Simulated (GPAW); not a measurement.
Records of electronic-structure calculations.

```
A GW chain in GPAW: NaI (Fm-3m)
1.0
     0.00000    3.23640    3.23640
     3.23640    0.00000    3.23640
     3.23640    3.23640    0.00000
Na I
1 1
Direct
  0.00000 0.00000 0.00000
  0.50000 0.50000 0.50000
# method: DFT, LDA, plane waves, PAW (and 1 further level or step)
# program: GPAW 26.7.0
# settings of one run: cutoff 450 eV, GPAW PAW setups 1.2.1 data release, 4×4×4 k-mesh, nbands 163
# cost: 3 runs, 70 s in all on 4 MPI ranks of Arm Neoverse V2, shared host (the runs of this entry)
# notes: The cell and positions come from the Crystallography Open Database and are kept as given unless a step says otherwise. Limits: no spin-orbit coupling. Bands and cutoff are finite, so the gap is not at the basis limit. The miss can reach some tenths of an eV and take either sign; the mesh is an error of its own.
# LDA gap: 3.34 eV, direct
# G0W0 gap on the mesh: 5.42 eV
# GW settings: 4×4×4 mesh, 153 bands, screening to 100 eV, Godby-Needs plasmon pole
# known limits: not at the basis limit; no spin-orbit coupling
```

[Paths, hosts, dates, memory and timing lines, banners, echoed tables and standing remarks are left out of the program output.]

[Logs are printed without paths, hosts, clocks, repeated set-up lines and the standing remarks that a program may print on its own settings, such as how far it seeks lower states.]

[Runs of the session that timed out or met a known fault of the program may be left out.]

[Hosts, paths, dates, database ids (printed as entryN), source tags and the programs' standing remarks are cut or masked in the printed files.]
